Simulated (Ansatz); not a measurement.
## Ba under changes of volume

One of the cells (62.989 Å³/atom); the others are scaled copies at fixed shape and fractional positions:

```xyz
1
Lattice="-2.5065 2.5065 2.5065 2.5065 -2.5065 2.5065 2.5065 2.5065 -2.5065" Properties=species:S:1:pos:R:3 pbc="T T T"
Ba    0.0000    0.0000    0.0000
```

| Item | Value |
| --- | --- |
| Program | Ansatz 0.2.0 |
| Functional | RPBE |
| Dispersion | D3(BJ) |
| Potentials or basis | all-electron LAPW, scalar-relativistic |
| Cutoff | 68 eV (chosen from the basis error) |
| Basis error allowed | 0.002 eV/atom |
| k mesh | 6 × 6 × 6 |
| Occupations | fermi-dirac, width 0.1 eV |
| Spin | non-collinear spin, ferromagnetic start |
| Starting moments | [[0.354, 0.354, 0.0]] μB |

```csv
volume (Å³/atom),energy over the lowest point (meV/atom),pressure (GPa)
59.209,0.00,-6.0
60.469,46.74,-5.9
61.729,92.52,-5.8
62.989,137.32,-5.6
64.249,181.22,-5.5
65.508,224.20,-5.4
66.768,?,?
```

Task: What does the run at 66.768 Å³/atom give?

Result: Energy over the lowest point 266.33 meV/atom; pressure -5.3 GPa.

Worked out: A Birch-Murnaghan fit of order 3 (a polynomial in V^(-2/3)) to the other rows has no minimum within the range. It gives 266.36 meV/atom at 66.768 Å³/atom, against the run's 266.33, and -dE/dV = -5.3 GPa, against -5.3.

Energies are extrapolated to zero smearing.

Caveats: pairwise dispersion overbinds metals, which lowers pressure and volume; the starting moments weren't kept; the k mesh is thin for a metal, which can move the energy by tens of meV per atom (some runs).
